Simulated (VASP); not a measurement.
# Co (P6_3/mmc) in VASP: settings compared, part 2 of 3

VASP 6.6.1.

### Step 3. Relaxation of cell and atoms, PBEsol, collinear spin, ferromagnetic start

Input file INCAR:

```
  ALGO = Fast
  EDIFF = 1E-7
  EDIFFG = -0.005
  ENCUT = 300
  GGA = PS
  IBRION = 2
  ISIF = 3
  ISMEAR = 0
  ISPIN = 2
  LASPH = True
  LCHARG = False
  LMAXMIX = 4
  LORBIT = 11
  LREAL = False
  LWAVE = False
  MAGMOM = 2 2
  NELM = 150
  NSW = 90
  PREC = Accurate
  SIGMA = 0.1
```

Input file KPOINTS:

```
k-points
0
Gamma
  21 21 10
```

Input file POSCAR:

```
Co
1.0
    2.5070000000      0.0000000000      0.0000000000
   -1.2535000000      2.1711256900      0.0000000000
    0.0000000000      0.0000000000      4.0700000000
Co
2
Direct
    0.3333333300      0.6666666700      0.2500000000
    0.6666666700      0.3333333300      0.7500000000
```

Potentials or basis: VASP PAW PBE potentials, release 64 (Co).

On the command line:

```console
$ cat potpaw_PBE.64/Co/POTCAR > POTCAR
$ mpirun -np 1 vasp_std > vasp.out
```

OUTCAR:

```text
EDIFF = 1E-7
   EDIFFG = -0.005
   ENCUT = 300
   GGA = PS
   IBRION = 2
   ISIF = 3
   ISMEAR = 0
   ISPIN = 2
   LASPH = True
   LORBIT = 11
   LREAL = False
   NELM = 150
   NSW = 90
   PREC = Accurate

 ion  position               nearest neighbor table
   1  0.333  0.667  0.250-   2 2.50   2 2.50   2 2.50   2 2.50   2 2.50   2 2.50
   2  0.667  0.333  0.750-   1 2.50   1 2.50   1 2.50   1 2.50   1 2.50   1 2.50

  LATTYP: Found a hexagonal cell.
 ALAT       =     2.5070000000
 C/A-ratio  =     1.6234543279

  Lattice vectors:

 A1 = (   2.5070000000,   0.0000000000,   0.0000000000)
 A2 = (  -1.2535000000,   2.1711256900,   0.0000000000)
 A3 = (   0.0000000000,   0.0000000000,   4.0700000000)

Analysis of symmetry for initial positions (statically):
=====================================================================
 Subroutine PRICEL returns:
 Original cell was already a primitive cell.

 Routine SETGRP: Setting up the symmetry group for a
 hexagonal supercell.

 Subroutine GETGRP returns: Found 24 space group operations
 (whereof 12 operations were pure point group operations)
 out of a pool of 24 trial point group operations.

The static configuration has the point symmetry D_3d.
 The point group associated with its full space group is D_6h.

Analysis of symmetry for dynamics (positions and initial velocities):
=====================================================================
 Subroutine PRICEL returns:
 Original cell was already a primitive cell.

 Routine SETGRP: Setting up the symmetry group for a
 hexagonal supercell.

 Subroutine GETGRP returns: Found 24 space group operations
 (whereof 12 operations were pure point group operations)
 out of a pool of 24 trial point group operations.

The dynamic configuration has the point symmetry D_3d.
 The point group associated with its full space group is D_6h.

Analysis of structural, dynamic, and magnetic symmetry:
=====================================================================
 Subroutine PRICEL returns:
 Original cell was already a primitive cell.

 Routine SETGRP: Setting up the symmetry group for a
 hexagonal supercell.

 Subroutine GETGRP returns: Found 24 space group operations
 (whereof 12 operations were pure point group operations)
 out of a pool of 24 trial point group operations.

The overall configuration has the point symmetry D_3d.
 The point group associated with its full space group is D_6h.

 Subroutine INISYM returns: Found 24 space group operations
 (whereof 12 operations are pure point group operations),
 and found     1 'primitive' translations

----------------------------------------------------------------------------------------

                                     Primitive cell

  volume of cell :      22.1531

  direct lattice vectors                    reciprocal lattice vectors
     2.507000000  0.000000000  0.000000000     0.398883127  0.230295281  0.000000000
    -1.253500000  2.171125690  0.000000000     0.000000000  0.460590561  0.000000000
     0.000000000  0.000000000  4.070000000     0.000000000  0.000000000  0.245700246

  length of vectors
     2.507000000  2.507000002  4.070000000     0.460590562  0.460590561  0.245700246

  position of ions in fractional coordinates (direct lattice)
     0.333333330  0.666666670  0.250000000
     0.666666670  0.333333330  0.750000000

  ion indices of the primitive-cell ions
   primitive index   ion index
                 1           1
                 2           2
[... 56 lines left out ...]
   total plane-waves  NPLWV =   4704
   dimension x,y,z NGX =    14 NGY =   14 NGZ =   24
   dimension x,y,z NGXF=    28 NGYF=   28 NGZF=   48
   ions per type =               2
   NGX,Y,Z   is equivalent  to a cutoff of   9.28,  9.28,  9.80 a.u.
   NGXF,Y,Z  is equivalent  to a cutoff of  18.57, 18.57, 19.61 a.u.
 SYSTEM =  unknown system
   PREC   = accura    normal or accurate (medium, high low for compatibility)
   ISTART =      0    job   : 0-new  1-cont  2-samecut
   ICHARG =      2    charge: 1-file 2-atom 10-const
   ISPIN  =      2    spin polarized calculation?
   LNONCOLLINEAR =      F non collinear calculations
   LSORBIT =      F    spin-orbit coupling
   LASPH  =      T    aspherical Exc in radial PAW
   ENCUT  =  300.0 eV  22.05 Ry    4.70 a.u.   3.54  3.54  5.75*2*pi/ulx,y,z
   NELM   =    150;   NELMIN=  2; NELMDL= -5     # of ELM steps
   EDIFF  = 0.1E-06   stopping-criterion for ELM
   LREAL  =      F    real-space projection
   EDIFFG = -.5E-02   stopping-criterion for IOM
   NSW    =     90    number of steps for IOM
   IBRION =      2    ionic relax: 0-MD 1-quasi-New 2-CG
   NFREE  =      1    steps in history (QN), initial steepest desc. (CG)
   ISIF   =      3    stress and relaxation
   ISYM   =      2    0-nonsym 1-usesym 2-fastsym
   POTIM  = 0.5000    time-step for ionic-motion
   TEBEG  =    0.0;   TEEND  =   0.0 temperature during run
   PSTRESS=    0.0 pullay stress
   NELECT =      18.0000    total number of electrons
   NUPDOWN=      -1.0000    fix difference up-down
   EMIN   =  10.00;   EMAX   =-10.00  energy-range for DOS
   EFERMI =   0.00;   METHOD = LEGACY
   ISMEAR =     0;   SIGMA  =   0.10  broadening in eV -4-tet -1-fermi 0-gaus
   EFERMI_NEDOS =   21; number of points for ismear=-14 and -15
   IALGO  =     68    algorithm
   IMIX   =      4    mixing-type and parameters
     AMIX     =   0.40;   BMIX     =  1.00
     AMIX_MAG =   1.60;   BMIX_MAG =  1.00
  volume/ion in A,a.u.               =      11.08        74.75
  Fermi-wavevector in a.u.,A,eV,Ry     =   1.527640  2.886822 31.751709  2.333685
  Thomas-Fermi vector in A             =   2.635509
   LORBIT       =     11    0 simple, 1 ext, 2 COOP (PROOUT), +10 PAW based schemes
   GGA     = PS    functional components
   LHFCALC =     F    Hartree Fock is set to
   AEXX    =    0.0000 exact exchange contribution
   IVDW    =     0    specifies the selected vdW correction
   LEPSILON=     F    determine dielectric tensor
   LRPA    =     F    only Hartree local field effects (RPA)
 conjugate gradient relaxation of ions
 spin polarized calculation
 RMM-DIIS sequential band-by-band and
 Gauss-broadening in eV      SIGMA  =   0.10
  energy-cutoff  :      300.00
  volume of cell :       22.15
 maximum number of plane-waves:       276
   NGX =  7   NGY =  7   NGZ = 11

--------------------------------------- Ionic step        1  -------------------------------------------

 number of electron      18.0000015 magnetization       3.2432962

 Free energy of the ion-electron system (eV)
  ---------------------------------------------------
  ext. energy  EPLUGINS =         0.00000000
  ---------------------------------------------------
  free energy    TOTEN  =       -15.42836502 eV

  energy without entropy =      -15.41905821  energy(sigma->0) =      -15.42371162

 E-fermi :   9.7855     XC(G=0): -13.4603

 val. band max:        9.7822747372   @ k =   0.0476   0.0000   0.1000
 cond. band min:       9.7897498802   @ k =   0.1429   0.0000   0.2000
 fundamental gap:      0.0074751429
 Fermi energy:         9.7854651979

 spin component 1

 k-point     1 :       0.0000    0.0000    0.0000
  band No.  band energies     occupation
      1       0.9309      1.00000
      2       4.7289      1.00000
      3       7.1974      1.00000
      4       7.2419      1.00000
      5       7.2419      1.00000
      6       7.5404      1.00000
      7       7.5404      1.00000
      8       7.8909      1.00000
      9       7.8909      1.00000
     10       8.9486      1.00000
     11       8.9486      1.00000
     12       9.6161      0.99168
[... 1032 lines left out ...]
--------------------------------------- Ionic step        6  -------------------------------------------

 number of electron      18.0000012 magnetization       3.1060727

 Free energy of the ion-electron system (eV)
  ---------------------------------------------------
  ext. energy  EPLUGINS =         0.00000000
  ---------------------------------------------------
  free energy    TOTEN  =       -15.50322155 eV

  energy without entropy =      -15.49500833  energy(sigma->0) =      -15.49911494

 E-fermi :  10.8053     XC(G=0): -13.8844

 val. band max:       10.8046549512   @ k =   0.2381   0.0476   0.0000
 cond. band min:      10.8055725579   @ k =   0.2381   0.1429   0.4000
 fundamental gap:      0.0009176067
 Fermi energy:        10.8053175443

 spin component 1

 k-point     1 :       0.0000    0.0000    0.0000
  band No.  band energies     occupation
      1       1.5307      1.00000
      2       5.4261      1.00000
      3       8.1616      1.00000
      4       8.1782      1.00000
      5       8.1782      1.00000
      6       8.5223      1.00000
      7       8.5223      1.00000
      8       8.8983      1.00000
      9       8.8983      1.00000
     10      10.1027      1.00000
     11      10.1027      1.00000
     12      10.6581      0.98130
[... 882 lines left out ...]
  FREE ENERGIE OF THE ION-ELECTRON SYSTEM (eV)
  ---------------------------------------------------
  free  energy   TOTEN  =       -15.5032215535 eV

  energy  without entropy=      -15.4950083303  energy(sigma->0) =      -15.49911494

 reached required accuracy - stopping structural energy minimisation

 total charge

# of ion       s       p       d       tot
------------------------------------------
    1        0.511   0.571   7.283   8.364
    2        0.511   0.571   7.283   8.364
--------------------------------------------------
tot          1.021   1.142  14.565  16.728

 magnetization (x)

# of ion       s       p       d       tot
------------------------------------------
    1       -0.016  -0.053   1.628   1.560
    2       -0.016  -0.053   1.628   1.560
--------------------------------------------------
tot         -0.031  -0.106   3.257   3.120
```

CONTCAR:

```text
Co
   1.00000000000000
     2.4524424841298802    0.0000000000000000   -0.0000000000000000
    -1.2262212420649401    2.1238774951115893    0.0000000000000000
    -0.0000000000000000   -0.0000000000000000    3.9604618980508546
  Co
     2
Direct
     0.3333333300000021    0.6666666699999979    0.2500000000000000
     0.6666666699999979    0.3333333300000021    0.7500000000000000

  0.00000000E+00  0.00000000E+00  0.00000000E+00
  0.00000000E+00  0.00000000E+00  0.00000000E+00
```

It took 2 min on 1 thread of Intel Xeon 6975P-C (Granite Rapids), shared host; peak memory 0.19 GiB.

These settings aren't checked as converged: the numbers below hold their error.

Results:

```
Free energy                                           : -15.5032 eV
Relaxed volume                                        : 10.31 Å³/atom
Relaxed cell                                          : a = 2.452 Å, b = 2.452 Å, c = 3.960 Å, α = 90.00°, β = 90.00°, γ = 120.00°
Space group after relaxing (to 0.05 Å)                : P6_3/mmc (No. 194)
Energy gained by relaxing                             : 37.4 meV/atom
Ionic steps                                           : 6
Band gap on the k mesh                                : none (metal or under the smearing width)
Net moment                                            : 3.11 μB per cell
Site moments                                          : Co +1.56 μB
Valence electrons inside the program's atomic spheres : Co 8.36
```

Caveat: the cutoff is under 1.25 times the usual one of these potentials, so pressure, stress and relaxed cells hold a basis-set (Pulay) error; the PAW data sets were made with another functional, which shifts forces and pressure a little.

(Part 2 of 3 ends here.)
